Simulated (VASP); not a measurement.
# Hf (Fm-3m) in VASP: further runs

One crystal, Hf, is run at these levels: PBE; tasks: electric field gradients.

All numbers are computed with VASP 6.6.1; they aren't measurements. Logs are shortened: lines on timing, memory, paths and dates and some standing lists are left out, and cuts for length are marked.

## 1. The undisturbed crystal

It takes space group Fm-3m (No. 225, cubic). Conventional cell: a = 4.440 Å, b = 4.440 Å, c = 4.440 Å, α = 90.00°, β = 90.00°, γ = 90.00°. Hf (site symmetry m-3m) has 12 Hf at 3.14 Å as nearest neighbours.

This isn't the form of Hf at room conditions, which is hcp.

## 2. Electric field gradients, PBE (volume scaled by 1.04)

Input file INCAR:

```
SYSTEM = Hf
  PREC = Accurate
  ENCUT = 520
  EDIFF = 1E-8
  ISMEAR = -1
  SIGMA = 0.03
  LREAL = .False.
  LASPH = .True.
  NELM = 60
  ALGO = Normal
  ISIF = 2
  LWAVE = .False.
  LCHARG = .False.
  GGA = PE
  LEFG = .True.
  NBANDS = 11
```

Input file KPOINTS:

```
regular mesh
0
Gamma
  16 16 16
  0 0 0
```

Input file POSCAR:

```
Hf
1.0
    0.0000000000      2.2492138765      2.2492138765
    2.2492138765      0.0000000000      2.2492138765
    2.2492138765      2.2492138765      0.0000000000
Hf
1
Direct
    0.0000000000      0.0000000000      0.0000000000
```

Potentials or basis: VASP PAW PBE potentials, release 64 (Hf_pv).

Launch:

```sh
$ cat potpaw_PBE.64/Hf_pv/POTCAR > POTCAR
$ mpirun -np 1 vasp_std > vasp.out
```

OUTCAR:

```text
SYSTEM = Hf
   PREC = Accurate
   ENCUT = 520
   EDIFF = 1E-8
   ISMEAR = -1
   LREAL = .False.
   LASPH = .True.
   NELM = 60
   ISIF = 2
   GGA = PE

 ion  position               nearest neighbor table
   1  0.000  0.000  0.000-

  LATTYP: Found a face centered cubic cell.
 ALAT       =     4.4984277530

  Lattice vectors:

 A1 = (   0.0000000000,   2.2492138765,   2.2492138765)
 A2 = (   2.2492138765,   0.0000000000,   2.2492138765)
 A3 = (   2.2492138765,   2.2492138765,   0.0000000000)

Analysis of symmetry for initial positions (statically):
=====================================================================
 Subroutine PRICEL returns:
 Original cell was already a primitive cell.

 Routine SETGRP: Setting up the symmetry group for a
 face centered cubic supercell.

 Subroutine GETGRP returns: Found 48 space group operations
 (whereof 48 operations were pure point group operations)
 out of a pool of 48 trial point group operations.

The static configuration has the point symmetry O_h .

Analysis of symmetry for dynamics (positions and initial velocities):
=====================================================================
 Subroutine PRICEL returns:
 Original cell was already a primitive cell.

 Routine SETGRP: Setting up the symmetry group for a
 face centered cubic supercell.

 Subroutine GETGRP returns: Found 48 space group operations
 (whereof 48 operations were pure point group operations)
 out of a pool of 48 trial point group operations.

The dynamic configuration has the point symmetry O_h .

 Subroutine INISYM returns: Found 48 space group operations
 (whereof 48 operations are pure point group operations),
 and found     1 'primitive' translations

----------------------------------------------------------------------------------------

                                     Primitive cell

  volume of cell :      22.7574

  direct lattice vectors                    reciprocal lattice vectors
[... 126 lines left out ...]
 Free energy of the ion-electron system (eV)
  ---------------------------------------------------
  ext. energy  EPLUGINS =         0.00000000
  ---------------------------------------------------
  free energy    TOTEN  =        -9.85175809 eV

  energy without entropy =       -9.84571008  energy(sigma->0) =       -9.84873409

 E-fermi :   4.6168     XC(G=0): -11.2086

 val. band max:        4.6110610372   @ k =  -0.2500   0.0625   0.0000
 cond. band min:       4.6211398133   @ k =  -0.3125   0.3750   0.1250
 fundamental gap:      0.0100787761
 Fermi energy:         4.6167568283

 k-point     1 :       0.0000    0.0000    0.0000
  band No.  band energies     occupation
      1     -25.4561      2.00000
      2     -25.4561      2.00000
      3     -25.4561      2.00000
      4      -2.5290      2.00000
      5       6.0176      0.00000
      6       6.0176      0.00000
      7       6.0176      0.00000
      8       8.7470      0.00000
      9       8.7470      0.00000
     10      15.8801      0.00000
     11      17.6285      0.00000
[... 309 lines left out ...]
 k-point    24 :      -0.0625    0.0625    0.0000
  band No.  band energies     occupation
      1     -25.5304      2.00000
      2     -25.4777      2.00000
      3     -25.4614      2.00000
      4      -2.1757      2.00000
      5       5.6615      0.00000
      6       6.1816      0.00000
      7       6.1945      0.00000
      8       8.4143      0.00000
      9       8.7365      0.00000
     10      16.6525      0.00000
     11      17.6267      0.00000

 [... further k-points ...]

------------------------ aborting loop because EDIFF is reached ----------------------------------------

  FORCE on cell =-STRESS in cart. coord.  units (eV):
  Direction    XX          YY          ZZ          XY          YZ          ZX
  --------------------------------------------------------------------------------------
  -------------------------------------------------------------------------------------
  Total       -0.1882313     -0.1882313     -0.1882313      0.0000000      0.0000000      0.0000000
  in kB      -13.2519622    -13.2519622    -13.2519622      0.0000000      0.0000000      0.0000000
  external PRESSURE =     -13.2519622 kB  Pullay stress =       0.0000000 kB

 VOLUME and BASIS-vectors are now :
 -----------------------------------------------------------------------------
  energy-cutoff  :      520.00
  volume of cell :       22.76
      direct lattice vectors                 reciprocal lattice vectors
     0.000000000  2.249213876  2.249213876    -0.222299891  0.222299891  0.222299891
     2.249213876  0.000000000  2.249213876     0.222299891 -0.222299891  0.222299891
     2.249213876  2.249213876  0.000000000     0.222299891  0.222299891 -0.222299891

 POSITION                                       TOTAL-FORCE (eV/Angst)
 -----------------------------------------------------------------------------------
      0.00000      0.00000      0.00000        -0.000000     -0.000000     -0.000000
 -----------------------------------------------------------------------------------
    total drift:                                0.000000      0.000000     -0.000000

  FREE ENERGIE OF THE ION-ELECTRON SYSTEM (eV)
  ---------------------------------------------------
  free  energy   TOTEN  =        -9.8517580918 eV

  energy  without entropy=       -9.8457100786  energy(sigma->0) =       -9.84873409

 Electric field gradients (V/A^2)
---------------------------------------------------------------------
 ion       V_xx      V_yy      V_zz      V_xy      V_xz      V_yz
---------------------------------------------------------------------
   1      -0.000     0.000     0.000    -0.000    -0.000    -0.000
---------------------------------------------------------------------

 Electric field gradients after diagonalization (V/A^2)
 (convention: |V_zz| > |V_xx| > |V_yy|)
----------------------------------------------------------------------
 ion       V_xx      V_yy      V_zz     asymmetry (V_yy - V_xx)/ V_zz
----------------------------------------------------------------------
   1       0.000     0.000    -0.001       0.000
----------------------------------------------------------------------

           NMR quadrupolar parameters

 Cq : quadrupolar parameter    Cq=e*Q*V_zz/h
 eta: asymmetry parameters     (V_yy - V_xx)/ V_zz
 Q  : nuclear electric quadrupole moment in mb (millibarn)
----------------------------------------------------------------------
 ion       Cq(MHz)       eta       Q (mb)
----------------------------------------------------------------------
   1      -0.000       0.000       1.000
----------------------------------------------------------------------
```

Wall time 18 s (1 thread of Intel Xeon Platinum 8488C (Sapphire Rapids), shared host); peak memory 0.16 GiB.

Results:

| Item | Value |
| --- | --- |
| Free energy | -9.8518 eV |
| Pressure | -1.3 GPa |
| Band gap on the k mesh | none (metal or under the smearing width) |

Levels at points of the mesh, in eV from the Fermi level:
| k point | band 3 | band 4 | band 5 | band 6 | band 7 | band 8 |
| --- | --- | --- | --- | --- | --- | --- |
| (0.00, 0.00, 0.00) | -30.07 | -7.15 | 1.40 | 1.40 | 1.40 | 4.13 |
| (0.50, 0.00, 0.00) | -30.18 | -3.58 | 0.53 | 1.19 | 1.19 | 6.19 |
| (0.50, 0.50, 0.00) | -30.35 | -3.17 | -2.06 | 2.44 | 6.21 | 6.80 |

Electric field gradients, principal values (V/Å²):
```csv
atom,Vxx,Vyy,Vzz
1 Hf,0.000,0.000,-0.001
```

The run has no spin-orbit coupling, so splittings on Hf are missing.

## 3. Electric field gradients, PBE (z stretched by -1.5 % at fixed volume, crystal datasets)

Input file INCAR:

```
ALGO     = Normal         # electronic algorithm
EDIFF    = 1E-8           # SCF threshold, eV
ENCUT    = 520            # plane-wave cutoff, eV
GGA      = PE             # functional
ISIF     = 2              # what is computed and relaxed
ISMEAR   = -1             # smearing method
LASPH    = True           # aspherical terms in the spheres
LCHARG   = False          # write CHGCAR
LEFG     = True         
LREAL    = False          # projectors in reciprocal space
LWAVE    = False          # write WAVECAR
NBANDS   = 11             # bands
NELM     = 100            # most SCF steps
PREC     = Accurate       # precision mode
SIGMA    = 0.03           # smearing width, eV
```

Input file KPOINTS:

```
k-points
0
Gamma
  16 16 16
```

Input file POSCAR:

```
Hf
1.0
    0.0000000000      2.2368396850      2.1867000000
    2.2368396850      0.0000000000      2.1867000000
    2.2368396850      2.2368396850      0.0000000000
Hf
1
Direct
    0.0000000000      0.0000000000      0.0000000000
```

Potentials or basis: VASP PAW PBE potentials, release 64 (Hf_pv).

Launch:

```sh
$ cat potpaw_PBE.64/Hf_pv/POTCAR > POTCAR
$ mpirun -np 1 vasp_std > vasp.out
```

OUTCAR:

```text
EDIFF = 1E-8
   ENCUT = 520
   GGA = PE
   ISIF = 2
   ISMEAR = -1
   LASPH = True
   LREAL = False
   NELM = 100
   PREC = Accurate

 ion  position               nearest neighbor table
   1  0.000  0.000  0.000-

  LATTYP: Found a body centered tetragonal cell.
 ALAT       =     3.1633690194
 C/A-ratio  =     1.3825133815

  Lattice vectors:

 A1 = (   0.0000000000,  -2.2368396850,  -2.1867000000)
 A2 = (   0.0000000000,   2.2368396850,  -2.1867000000)
 A3 = (   2.2368396850,   0.0000000000,   2.1867000000)

Analysis of symmetry for initial positions (statically):
=====================================================================
 Subroutine PRICEL returns:
 Original cell was already a primitive cell.

 Routine SETGRP: Setting up the symmetry group for a
 body centered tetragonal supercell.

 Subroutine GETGRP returns: Found 16 space group operations
 (whereof 16 operations were pure point group operations)
 out of a pool of 16 trial point group operations.

The static configuration has the point symmetry D_4h.

Analysis of symmetry for dynamics (positions and initial velocities):
=====================================================================
 Subroutine PRICEL returns:
 Original cell was already a primitive cell.

 Routine SETGRP: Setting up the symmetry group for a
 body centered tetragonal supercell.

 Subroutine GETGRP returns: Found 16 space group operations
 (whereof 16 operations were pure point group operations)
 out of a pool of 16 trial point group operations.

[... 162 lines left out ...]
      6       6.2259      0.00000
      7       6.4869      0.00000
      8       8.9856      0.00000
      9       9.3636      0.00000
     10      16.2910      0.00000
     11      18.0419      0.00000
[... 309 lines left out ...]
 k-point    24 :      -0.0625    0.0625    0.0000
  band No.  band energies     occupation
      1     -25.1174      2.00000
      2     -25.0625      2.00000
      3     -25.0431      2.00000
      4      -2.0255      2.00000
      5       5.8827      0.00000
      6       6.3963      0.00000
      7       6.6598      0.00000
      8       8.6524      0.00000
      9       9.3136      0.00000
     10      17.0862      0.00000
     11      18.0403      0.00000

 [... further k-points ...]

------------------------ aborting loop because EDIFF is reached ----------------------------------------

  FORCE on cell =-STRESS in cart. coord.  units (eV):
  Direction    XX          YY          ZZ          XY          YZ          ZX
  --------------------------------------------------------------------------------------
  -------------------------------------------------------------------------------------
  Total        0.3389604      0.3389604      0.4246567      0.0000000     -0.0000000     -0.0000000
  in kB       24.8182203     24.8182203     31.0927832      0.0000000     -0.0000000     -0.0000000
  external PRESSURE =      26.9097412 kB  Pullay stress =       0.0000000 kB

 VOLUME and BASIS-vectors are now :
 -----------------------------------------------------------------------------
  energy-cutoff  :      520.00
  volume of cell :       21.88
      direct lattice vectors                 reciprocal lattice vectors
     0.000000000  2.236839685  2.186700000    -0.223529654  0.223529654  0.228655051
     2.236839685  0.000000000  2.186700000     0.223529654 -0.223529654  0.228655051
     2.236839685  2.236839685  0.000000000     0.223529654  0.223529654 -0.228655051

 POSITION                                       TOTAL-FORCE (eV/Angst)
 -----------------------------------------------------------------------------------
      0.00000      0.00000      0.00000         0.000000      0.000000      0.000000
 -----------------------------------------------------------------------------------
    total drift:                                0.000000      0.000000      0.000000

  FREE ENERGIE OF THE ION-ELECTRON SYSTEM (eV)
  ---------------------------------------------------
  free  energy   TOTEN  =        -9.8477603898 eV

  energy  without entropy=       -9.8426425379  energy(sigma->0) =       -9.84520146

 Electric field gradients (V/A^2)
---------------------------------------------------------------------
 ion       V_xx      V_yy      V_zz      V_xy      V_xz      V_yz
---------------------------------------------------------------------
   1      -8.612    -8.612    17.223    -0.000    -0.000    -0.000
---------------------------------------------------------------------

 Electric field gradients after diagonalization (V/A^2)
 (convention: |V_zz| > |V_xx| > |V_yy|)
----------------------------------------------------------------------
 ion       V_xx      V_yy      V_zz     asymmetry (V_yy - V_xx)/ V_zz
----------------------------------------------------------------------
   1      -8.612    -8.611    17.223       0.000
----------------------------------------------------------------------

           NMR quadrupolar parameters

 Cq : quadrupolar parameter    Cq=e*Q*V_zz/h
 eta: asymmetry parameters     (V_yy - V_xx)/ V_zz
 Q  : nuclear electric quadrupole moment in mb (millibarn)
----------------------------------------------------------------------
 ion       Cq(MHz)       eta       Q (mb)
----------------------------------------------------------------------
   1       0.042       0.000       1.000
----------------------------------------------------------------------
```

OSZICAR:

```text
N       E                     dE             d eps       ncg     rms          rms(c)
DAV:   1     0.127213039219E+02    0.12721E+02   -0.57331E+03  7750   0.844E+02
DAV:   2    -0.973291787215E+01   -0.22454E+02   -0.21710E+02  9661   0.154E+02
DAV:   3    -0.101717130629E+02   -0.43880E+00   -0.43557E+00  9755   0.148E+01
DAV:   4    -0.101733022410E+02   -0.15892E-02   -0.15888E-02  8788   0.109E+00
DAV:   5    -0.101733107744E+02   -0.85334E-05   -0.85339E-05  9822   0.698E-02    0.464E+01
DAV:   6    -0.993216293733E+01    0.24115E+00   -0.20176E-01  8620   0.339E+00    0.276E+01
DAV:   7    -0.985189216478E+01    0.80271E-01   -0.31466E-01  8926   0.410E+00    0.124E+00
DAV:   8    -0.984771139181E+01    0.41808E-02   -0.24342E-02  8572   0.109E+00    0.193E-01
DAV:   9    -0.984776017845E+01   -0.48787E-04   -0.43201E-04  9330   0.162E-01    0.525E-02
DAV:  10    -0.984776073150E+01   -0.55305E-06   -0.26418E-05  8768   0.400E-02    0.479E-02
DAV:  11    -0.984776041557E+01    0.31593E-06   -0.44151E-06  9141   0.156E-02    0.340E-03
DAV:  12    -0.984776044694E+01   -0.31365E-07   -0.58022E-08  9536   0.228E-03    0.190E-03
DAV:  13    -0.984776038830E+01    0.58637E-07   -0.17563E-09  5710   0.370E-04    0.402E-05
DAV:  14    -0.984776038984E+01   -0.15348E-08   -0.22100E-10  5123   0.134E-04
   1 F= -.98477604E+01 E0= -.98452015E+01  d E =-.511785E-02
```

stdout:

```text
POSCAR found type information on POSCAR Hf
 POSCAR found :  1 types and       1 ions
 scaLAPACK will be used
 LDA part: xc-table for (Slater+PW92), standard interpolation
 POSCAR, INCAR and KPOINTS ok, starting setup
 FFT: planning ... GRIDC
 FFT: planning ... GRID_SOFT
 FFT: planning ... GRID
 WAVECAR not read
 entering main loop
ion   1
```

Run time: 24 s. Hardware: 1 thread of Intel Xeon 6975P-C (Granite Rapids), shared host; peak memory 0.2 GiB.

Results:

- Free energy: -9.8478 eV
- Pressure: 2.7 GPa
- Band gap on the k mesh: none (metal or under the smearing width)

Electric field gradients, principal values (V/Å²):
```
atom     Vxx     Vyy     Vzz
1 Hf  -8.611  -8.612  17.223
```

Spin-orbit coupling is left out, which matters for the levels of Hf.
